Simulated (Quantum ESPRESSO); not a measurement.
PtSe2 (Sudovikovite), 3 atoms in the cell. The structure is trigonal, space group P-3m1 (No. 164). The conventional cell has a = 3.724 Å, b = 3.724 Å, c = 5.062 Å, α = 90.00°, β = 90.00°, γ = 120.00°. Around Pt (site symmetry -3m) lie 6 Se at 2.49 Å. Around Se (site symmetry 3m) lie 3 Pt at 2.49 Å. 

| Quantity | Value |
| --- | --- |
| Program | Quantum ESPRESSO 7.5 |
| Task | single point |
| Functional | PBE |
| Potentials or basis | SG15 PBE 1.2 |
| Cutoff | 952 eV |
| Density cutoff | 3810 eV |
| k mesh | 6 × 6 × 4 |
| Occupations | fermi-dirac, width 0.05 eV |
| Spin | no spin polarisation |
| Mixing beta | 0.5 |
| Most SCF iterations | 120 |
| SCF threshold | 6e-10 Ry |

Potentials or basis: SG15 PBE 1.2.

Launch:

```sh
$ OMP_NUM_THREADS=1 mpirun -n 2 pw.x -nk 2 -in pw.in > pw.out
```

Hardware: 2 MPI ranks on Arm Neoverse V2 (shared host).

Q: Estimate the wall time of this run.

A: It took 18 s on 2 MPI ranks on Arm Neoverse V2, on a shared host, peak memory 0.18 GiB a rank. Counts: scf iterations 9, k pools 2, bands 22, k points 24, g dense 32517.
